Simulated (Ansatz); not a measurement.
## BeTe6: competing structures

All numbers below come from Ansatz, DFT PBE, scalar-relativistic, plane waves, PAW. All cells share a 420 eV cutoff and Γ-centred k meshes spaced at most about 0.3 Å⁻¹ (about 0.25 or finer for metals, 2π included). No spin polarisation.

The zero of energy is the elements' standard structures at the same level; no fitted shifts are applied.

All energies are static (0 K, no zero-point motion). Only the structures computed here compete, so a lower one can exist. No dispersion correction is applied, so the spacing and binding between layers, chains or molecules are poorly described (P-62m, P-4m2), and this can change margins and order among such cells. Spin–orbit coupling, which can matter for Te, is left out. The reference form of Te is held partly by dispersion forces, which this level lacks.

Invented guesses were relaxed alike, and ends that match in structure were merged. ΔE counts from the first row. Coordination counts Te atoms around Be (those within 1.25 times the shortest such distance or 1.15 times the sum of covalent radii, 1.27 where that leaves under three). The ends were matched against large subsets of the Crystallography Open Database and the Materials Project, so a missing match doesn't prove that a structure is unreported.

```
#                         reached from  type and space group  atoms  Å³/atom  coordination  ΔE (meV/atom)  gap on mesh (eV)  in databases
1                          random cell       P-42m (No. 111)      7     36.4          Be 4              0              0.00      no match
2                          random cell       P-62m (No. 189)      7     43.1          Be 3             40              0.00      no match
3  a cell proposed by chemical analogy       P-4m2 (No. 115)      7     31.3          Be 4             84              0.00      no match
4                      WCl6 type (R-3)         R-3 (No. 148)      7     31.8          Be 6            113              0.00      no match
```

The lowest: Space group P-42m (No. 111), tetragonal, a = 7.502 Å, c = 4.521 Å. Be is surrounded by 4 Te at 2.46 Å; around Te on a site of symmetry m lie 1 Be at 2.46 Å and 4 Te at 3.10–3.22 Å; around Te on a site of symmetry 222 lie 4 Te at 3.10 Å. Its energy over the elements is +0.06 eV/atom. The separate elements lie lower, so it is unstable against them. An observed structure of this formula, if there is one, may be missing.

Space group P-42m (No. 111). a = 7.502 Å, b = 7.502 Å, c = 4.521 Å, α = 90.00°, β = 90.00°, γ = 90.00°
```
atom  site  symmetry       x       y       z
  Be    1d      -42m  0.5000  0.5000  0.0000
  Te    4n       ..m  0.6866  0.6866  0.6768
  Te    2e      222.  0.5000  0.0000  0.0000
```

The second: Space group P-62m (No. 189), hexagonal, a = 10.281 Å, c = 3.294 Å. Be has 3 Te at 2.33 Å, 2 Be at 3.29 Å and 3 Te at 3.46 Å; Te on its first site is surrounded by 2 Te at 3.06 Å, 2 Te at 3.29 Å and 1 Be at 3.46 Å; Te on its second site is surrounded by 1 Be at 2.33 Å and 2 Te at 3.06 Å. Counting Te atoms around Be, the first has Be 4 and the second has Be 3. Cells relaxed within their symmetry can be saddle points. Some types were kept out of the candidates beforehand, so the set may lack a known form.
